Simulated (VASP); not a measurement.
# Pt in VASP: further runs

Aim: see how the results for Pt move with the level of theory and the settings. Levels: PBE, PBE+U. Tasks: single point.

All numbers are computed with VASP 6.6.1; they aren't measurements. Logs are shortened: lines on timing, memory, paths and dates and some standing lists are left out, and cuts for length are marked.

## Step 1: Starting point

The cell holds a sheet with vacuum, 1 atom: a = 2.523 Å, b = 2.523 Å, c = 23.800 Å, α = 90.00°, β = 90.00°, γ = 90.00°.

The cell was built by a generator and needn't be a form met in nature.

## Step 2: Single point, PBE

The input, INCAR:

```
SYSTEM = Pt
ALGO     = Normal         ! electronic algorithm
DIPOL    = 0.5 0.5 0.294
EDIFF    = 1E-7           ! SCF threshold, eV
ENCUT    = 520            ! plane-wave cutoff, eV
GGA      = PE             ! functional
IDIPOL   = 3            
ISIF     = 2              ! what is computed and relaxed
ISMEAR   = -1             ! smearing method
LASPH    = .TRUE.         ! aspherical terms in the spheres
LCHARG   = .FALSE.        ! write CHGCAR
LDIPOL   = .TRUE.       
LREAL    = .FALSE.        ! projectors in reciprocal space
LWAVE    = .FALSE.        ! write WAVECAR
NELM     = 100            ! most SCF steps
PREC     = Accurate       ! precision mode
SIGMA    = 0.05           ! smearing width, eV
```

The input, KPOINTS:

```
k-points
0
G
  10 10 1
  0 0 0
```

The input, POSCAR:

```
Pt
1.0
    2.5230800000      0.0000000000      0.0000000000
    0.0000000000      2.5230800000      0.0000000000
    0.0000000000      0.0000000000     23.8000000000
Pt
1
Direct
    0.0000000000      0.0000000000      0.2941200000
```

Potentials or basis: VASP PAW PBE potentials, release 64 (Pt).

The run is started by

```sh
cat potpaw_PBE.64/Pt/POTCAR > POTCAR
mpirun -np 1 vasp_std > vasp.out
```

OUTCAR:

```text
SYSTEM = Pt
   EDIFF = 1E-7
   ENCUT = 520
   GGA = PE
   ISIF = 2
   ISMEAR = -1
   LASPH = .TRUE.
   LREAL = .FALSE.
   NELM = 100
   PREC = Accurate

 ion  position               nearest neighbor table
   1  0.000  0.000  0.294-

  LATTYP: Found a simple tetragonal cell.
 ALAT       =     2.5230800000
 C/A-ratio  =     9.4329153257

  Lattice vectors:

 A1 = (   2.5230800000,   0.0000000000,   0.0000000000)
 A2 = (   0.0000000000,   2.5230800000,   0.0000000000)
 A3 = (   0.0000000000,   0.0000000000,  23.8000000000)

Analysis of symmetry for initial positions (statically):
=====================================================================
 Subroutine PRICEL returns:
 Original cell was already a primitive cell.

 Routine SETGRP: Setting up the symmetry group for a
 simple tetragonal supercell.

 Subroutine GETGRP returns: Found 16 space group operations
 (whereof  8 operations were pure point group operations)
 out of a pool of 16 trial point group operations.

The static configuration has the point symmetry C_4v.
 The point group associated with its full space group is D_4h.

Analysis of symmetry for dynamics (positions and initial velocities):
=====================================================================
 Subroutine PRICEL returns:
 Original cell was already a primitive cell.

 Routine SETGRP: Setting up the symmetry group for a
 simple tetragonal supercell.

 Subroutine GETGRP returns: Found 16 space group operations
 (whereof  8 operations were pure point group operations)
 out of a pool of 16 trial point group operations.

The dynamic configuration has the point symmetry C_4v.
 The point group associated with its full space group is D_4h.

 Subroutine INISYM returns: Found 16 space group operations
 (whereof  8 operations are pure point group operations),
 and found     1 'primitive' translations

----------------------------------------------------------------------------------------

                                     Primitive cell

  volume of cell :     151.5092

  direct lattice vectors                    reciprocal lattice vectors
     2.523080000  0.000000000  0.000000000     0.396340980  0.000000000  0.000000000
     0.000000000  2.523080000  0.000000000     0.000000000  0.396340980  0.000000000
     0.000000000  0.000000000 23.800000000     0.000000000  0.000000000  0.042016807

  length of vectors
     2.523080000  2.523080000 23.800000000     0.396340980  0.396340980  0.042016807

  position of ions in fractional coordinates (direct lattice)
     0.000000000  0.000000000  0.294120000

  ion indices of the primitive-cell ions
   primitive index   ion index
                 1           1

----------------------------------------------------------------------------------------

 KPOINTS: k-points

Automatic generation of k-mesh.
 Grid dimensions read from file:
 generate k-points for:   10   10    1

 Generating k-lattice:

  Cartesian coordinates                     Fractional coordinates (reciprocal lattice)
     0.039634098  0.000000000  0.000000000     0.100000000  0.000000000  0.000000000
     0.000000000  0.039634098  0.000000000     0.000000000  0.100000000  0.000000000
     0.000000000  0.000000000  0.042016807     0.000000000  0.000000000  1.000000000

  Length of vectors
     0.039634098  0.039634098  0.042016807

  Shift w.r.t. Gamma in fractional coordinates (k-lattice)
     0.000000000  0.000000000  0.000000000

 Subroutine IBZKPT returns following result:
 ===========================================

 Found     21 irreducible k-points:

 Following reciprocal coordinates:
            Coordinates               Weight
  0.000000  0.000000  0.000000      1.000000
  0.100000  0.000000  0.000000      4.000000
  0.200000  0.000000  0.000000      4.000000
  0.300000  0.000000  0.000000      4.000000
  0.400000  0.000000  0.000000      4.000000
  0.500000  0.000000  0.000000      2.000000
[... 13 lines left out ...]
  0.500000  0.400000  0.000000      4.000000
  0.500000  0.500000  0.000000      1.000000
   k-points           NKPTS =     21   k-points in BZ     NKDIM =     21   number of bands    NBANDS=      9
   number of dos      NEDOS =    301   number of ions     NIONS =      1
   total plane-waves  NPLWV =  72000
   dimension x,y,z NGX =    20 NGY =   20 NGZ =  180
   dimension x,y,z NGXF=    40 NGYF=   40 NGZF=  360
   ions per type =               1
   NGX,Y,Z   is equivalent  to a cutoff of  13.18, 13.18, 12.57 a.u.
   NGXF,Y,Z  is equivalent  to a cutoff of  26.36, 26.36, 25.15 a.u.
 SYSTEM =  Pt
   PREC   = accura    normal or accurate (medium, high low for compatibility)
   ISTART =      0    job   : 0-new  1-cont  2-samecut
   ICHARG =      2    charge: 1-file 2-atom 10-const
   ISPIN  =      1    spin polarized calculation?
   LNONCOLLINEAR =      F non collinear calculations
   LSORBIT =      F    spin-orbit coupling
   LASPH  =      T    aspherical Exc in radial PAW
   ENCUT  =  520.0 eV  38.22 Ry    6.18 a.u.   4.69  4.69 44.25*2*pi/ulx,y,z
   NELM   =    100;   NELMIN=  2; NELMDL= -5     # of ELM steps
   EDIFF  = 0.1E-06   stopping-criterion for ELM
   LREAL  =      F    real-space projection
   EDIFFG = 0.1E-05   stopping-criterion for IOM
   NSW    =      0    number of steps for IOM
   IBRION =     -1    ionic relax: 0-MD 1-quasi-New 2-CG
   NFREE  =      0    steps in history (QN), initial steepest desc. (CG)
   ISIF   =      2    stress and relaxation
   ISYM   =      2    0-nonsym 1-usesym 2-fastsym
   POTIM  = 0.5000    time-step for ionic-motion
   TEBEG  =    0.0;   TEEND  =   0.0 temperature during run
   PSTRESS=    0.0 pullay stress
   NELECT =      10.0000    total number of electrons
   NUPDOWN=      -1.0000    fix difference up-down
   EMIN   =  10.00;   EMAX   =-10.00  energy-range for DOS
   EFERMI =   0.00;   METHOD = LEGACY
   ISMEAR =    -1;   SIGMA  =   0.05  broadening in eV -4-tet -1-fermi 0-gaus
   EFERMI_NEDOS =   21; number of points for ismear=-14 and -15
   IALGO  =     38    algorithm
   IMIX   =      4    mixing-type and parameters
     AMIX     =   0.40;   BMIX     =  1.00
     AMIX_MAG =   1.60;   BMIX_MAG =  1.00
  volume/ion in A,a.u.               =     151.51      1022.43
  Fermi-wavevector in a.u.,A,eV,Ry     =   0.661599  1.250242  5.955459  0.437714
  Thomas-Fermi vector in A             =   1.734409
   LORBIT       =      0    0 simple, 1 ext, 2 COOP (PROOUT), +10 PAW based schemes
   GGA     = PE    functional components
   LHFCALC =     F    Hartree Fock is set to
   AEXX    =    0.0000 exact exchange contribution
   IVDW    =     0    specifies the selected vdW correction
   LEPSILON=     F    determine dielectric tensor
   LRPA    =     F    only Hartree local field effects (RPA)
 non-spin polarized calculation
  energy-cutoff  :      520.00
  volume of cell :      151.51
 maximum number of plane-waves:      4149
 NGX is ok and might be reduce to    20
   NGX =  9   NGY =  9   NGZ = 89

 number of electron      10.0000003 magnetization

 dipolmoment           0.000000      0.000000     -0.000000 electrons x Angstroem

 Free energy of the ion-electron system (eV)
  ---------------------------------------------------
  ext. energy  EPLUGINS =         0.00000000
  ---------------------------------------------------
  free energy    TOTEN  =        -4.78089211 eV

  energy without entropy =       -4.76380676  energy(sigma->0) =       -4.77234943

 E-fermi :  -4.5709     XC(G=0):  -2.0553

 val. band max:       -4.6159856344   @ k =   0.4000   0.1000   0.0000
 cond. band min:      -4.5683297178   @ k =   0.5000   0.1000   0.0000
 fundamental gap:      0.0476559166
 Fermi energy:        -4.5709466864

 k-point     1 :       0.0000    0.0000    0.0000
  band No.  band energies     occupation
      1     -11.6179      2.00000
      2     -10.3705      2.00000
      3      -6.7520      2.00000
      4      -4.4957      0.36355
      5      -4.4957      0.36355
      6      -3.5726      0.00000
      7      -2.7336      0.00000
      8       1.4084      0.00000
      9       1.8995      0.00000

 k-point     2 :       0.1000    0.0000    0.0000
  band No.  band energies     occupation
      1     -11.2868      2.00000
      2     -10.0919      2.00000
      3      -6.6441      2.00000
      4      -5.2392      2.00000
      5      -4.4609      0.19917
      6      -3.8602      0.00000
      7      -2.0345      0.00000
      8       1.6348      0.00000
      9       2.0551      0.00000

 k-point     3 :       0.2000    0.0000    0.0000
  band No.  band energies     occupation
      1     -10.7023      2.00000
      2      -8.9380      2.00000
      3      -6.4162      2.00000
      4      -6.3430      2.00000
      5      -4.5509      0.80182
      6      -4.3684      0.03422
      7      -0.8470      0.00000
      8       2.3121      0.00000
      9       2.7950      0.00000

 k-point     4 :       0.3000    0.0000    0.0000
  band No.  band energies     occupation
      1     -10.2497      2.00000
      2      -7.4400      2.00000
      3      -6.8106      2.00000
      4      -5.9187      2.00000
      5      -5.3076      2.00000
      6      -4.2517      0.00337
      7       0.5214      0.00000
      8       3.4354      0.00000
      9       3.9957      0.00000
[... 169 lines left out ...]
 k-point    19 :       0.4000    0.4000    0.0000
  band No.  band energies     occupation
      1      -9.9049      2.00000
      2      -7.3734      2.00000
      3      -7.1785      2.00000
      4      -4.8954      1.99697
      5      -3.4808      0.00000
      6       0.0613      0.00000
      7       5.3396      0.00000
      8       6.3958      0.00000
      9       8.5926      0.00000

 k-point    20 :       0.5000    0.4000    0.0000
  band No.  band energies     occupation
      1     -10.1536      2.00000
      2      -7.5130      2.00000
      3      -7.1785      2.00000
      4      -4.7902      1.97537
      5      -2.8162      0.00000
      6       2.7747      0.00000
      7       2.8451      0.00000
      8       7.8743      0.00000
      9       8.2165      0.00000

 k-point    21 :       0.5000    0.5000    0.0000
  band No.  band energies     occupation
      1     -10.4156      2.00000
      2      -7.4134      2.00000
      3      -7.4134      2.00000
      4      -4.6714      1.76343
      5      -1.6311      0.00000
      6       3.3428      0.00000
      7       3.3428      0.00000
      8       8.0875      0.00000
      9       8.4085      0.00000

------------------------ aborting loop because EDIFF is reached ----------------------------------------

 vacuum level on the upper side and lower side of the slab       (xc-potential included)        -0.061        -0.062

  FORCE on cell =-STRESS in cart. coord.  units (eV):
  Direction    XX          YY          ZZ          XY          YZ          ZX
  --------------------------------------------------------------------------------------
  -------------------------------------------------------------------------------------
  Total       -0.0407624     -0.0407624     -0.0122089      0.0000000      0.0000000      0.0000000
  in kB       -0.4310534     -0.4310534     -0.1291064      0.0000000      0.0000000      0.0000000
  external PRESSURE =      -0.3304044 kB  Pullay stress =       0.0000000 kB

 VOLUME and BASIS-vectors are now :
 -----------------------------------------------------------------------------
  energy-cutoff  :      520.00
  volume of cell :      151.51
      direct lattice vectors                 reciprocal lattice vectors
     2.523080000  0.000000000  0.000000000     0.396340980  0.000000000  0.000000000
     0.000000000  2.523080000  0.000000000     0.000000000  0.396340980  0.000000000
     0.000000000  0.000000000 23.800000000     0.000000000  0.000000000  0.042016807

 POSITION                                       TOTAL-FORCE (eV/Angst)
 -----------------------------------------------------------------------------------
      0.00000      0.00000      7.00006        -0.000000      0.000000      0.000000
 -----------------------------------------------------------------------------------
    total drift:                               -0.000000     -0.000000      0.000004

  FREE ENERGIE OF THE ION-ELECTRON SYSTEM (eV)
  ---------------------------------------------------
  free  energy   TOTEN  =        -4.7808921114 eV

  energy  without entropy=       -4.7638067584  energy(sigma->0) =       -4.77234943

 vacuum level on the upper side and lower side of the slab         1.659         1.658
```

Wall time 42 s (1 thread of AMD EPYC 7R43 (Zen 3), shared host); peak memory 0.21 GiB.

What came out:

```
Free energy            : -4.7809 eV
Band gap on the k mesh : none (metal or under the smearing width)
```

Levels at points of the mesh, in eV from the Fermi level:
```csv
k point,band 2,band 3,band 4,band 5,band 6,band 7,band 8,band 9
"(0.00, 0.00, 0.00)",-5.80,-2.18,0.08,0.08,1.00,1.84,5.98,6.47
"(0.50, 0.00, 0.00)",-3.78,-1.49,-0.82,0.45,1.98,6.41,7.52,10.84
"(0.50, 0.50, 0.00)",-2.84,-2.84,-0.10,2.94,7.91,7.91,12.66,12.98
```

Spin-orbit coupling is left out, which matters for the levels of Pt.

## Step 3: Single point, PBE+U

Edit INCAR of step 2 so:

```diff
@@ -11,3 +11,10 @@
 LCHARG   = .FALSE.        ! write CHGCAR
+LDAU     = .TRUE.         ! DFT+U
+LDAUJ    = 0            
+LDAUL    = 2              ! shell
+LDAUPRINT= 1            
+LDAUTYPE = 2            
+LDAUU    = 2              ! U, eV
 LDIPOL   = .TRUE.       
+LMAXMIX  = 4              ! l up to which the mixer works
 LREAL    = .FALSE.        ! projectors in reciprocal space
```

KPOINTS is that of step 2.

POSCAR is that of step 2.

Potentials or basis: VASP PAW PBE potentials, release 64 (Pt).

The run is started by

```sh
cat potpaw_PBE.64/Pt/POTCAR > POTCAR
mpirun -np 1 vasp_std > vasp.out
```

Run time: 40 s. Hardware: 1 thread of AMD EPYC 7R43 (Zen 3), shared host; peak memory 0.2 GiB.

The run converged. Its results:

- Free energy: -3.2894 eV
- Band gap on the k mesh: none (metal or under the smearing width)

Levels at points of the mesh, in eV from the Fermi level:
| k point | band 1 | band 2 | band 3 | band 4 | band 5 | band 6 | band 7 | band 8 | band 9 |
| --- | --- | --- | --- | --- | --- | --- | --- | --- | --- |
| (0.00, 0.00, 0.00) | -6.80 | -5.85 | -2.23 | 0.04 | 0.04 | 0.98 | 2.16 | 6.12 | 6.52 |
| (0.50, 0.00, 0.00) | -5.22 | -3.82 | -1.51 | -0.92 | 0.42 | 2.42 | 6.61 | 7.85 | 11.00 |
| (0.50, 0.50, 0.00) | -5.87 | -2.89 | -2.89 | -0.29 | 2.97 | 8.37 | 8.37 | 12.92 | 13.31 |

Eigenvalues of the final occupation matrices:
```tsv
site	spin	trace	eigenvalues
site 1 d	1	4.12	0.78 0.80 0.81 0.81 0.91
site 1 d	2	4.12	0.78 0.80 0.81 0.81 0.91
```

Caveat: U without spin polarisation on a metal has little footing; the U is typed as a test and isn't derived for this compound. Spin-orbit coupling is left out, which matters for the levels of Pt.

## Step 4: Single point, PBE+U

Edit INCAR of step 3 so:

```diff
@@ -16,3 +16,3 @@
 LDAUTYPE = 2            
-LDAUU    = 2              ! U, eV
+LDAUU    = 3              ! U, eV
 LDIPOL   = .TRUE.
```

KPOINTS is that of step 3.

POSCAR is that of step 3.

The run is started by

```sh
cat potpaw_PBE.64/Pt/POTCAR > POTCAR
mpirun -np 1 vasp_std > vasp.out
```

It took 34 s on 1 thread of AMD EPYC 7R43 (Zen 3), shared host; peak memory 0.21 GiB.

It converged, with:

```yaml
Free_energy: -2.5943 eV
Band_gap_on_the_k_mesh: none (metal or under the smearing width)
```

Levels at points of the mesh, in eV from the Fermi level:
```
           k point  band 1  band 2  band 3  band 4  band 5  band 6  band 7  band 8  band 9
(0.00, 0.00, 0.00)   -6.74   -5.92   -2.26   -0.03   -0.03    0.98    2.27    6.10    6.50
(0.50, 0.00, 0.00)   -5.25   -3.90   -1.53   -0.97    0.34    2.60    6.69    7.96   11.01
(0.50, 0.50, 0.00)   -5.90   -2.98   -2.98   -0.38    2.97    8.57    8.57   13.02   13.42
```

Eigenvalues of the final occupation matrices:
```tsv
site	spin	trace	eigenvalues
site 1 d	1	4.18	0.79 0.80 0.84 0.84 0.92
site 1 d	2	4.18	0.79 0.80 0.84 0.84 0.92
```

Caveat: U without spin polarisation on a metal has little footing; the U is typed as a test and isn't derived for this compound. Spin-orbit coupling is left out, which matters for the levels of Pt.

## Step 5: Overview

```tsv
level	U	gap on the mesh (eV)
PBE	-	none
PBE+U	Pt d U = 2 eV	none
PBE+U	Pt d U = 3 eV	none
```

Alike in all rows: task single point; potentials or basis VASP PAW PBE potentials, release 64 (Pt); no spin polarisation; cell as given; k mesh 10 × 10 × 1; cutoff (eV) 520; smearing fermi-dirac 0.05 eV.

Every run on the cell as given and a fine mesh finds a metal.

Caveats: U without spin polarisation on a metal has little footing (some runs); the U is typed as a test and isn't derived for this compound (some runs).

Total energies depend on the potentials used, so only differences within one code and one set of settings carry meaning.
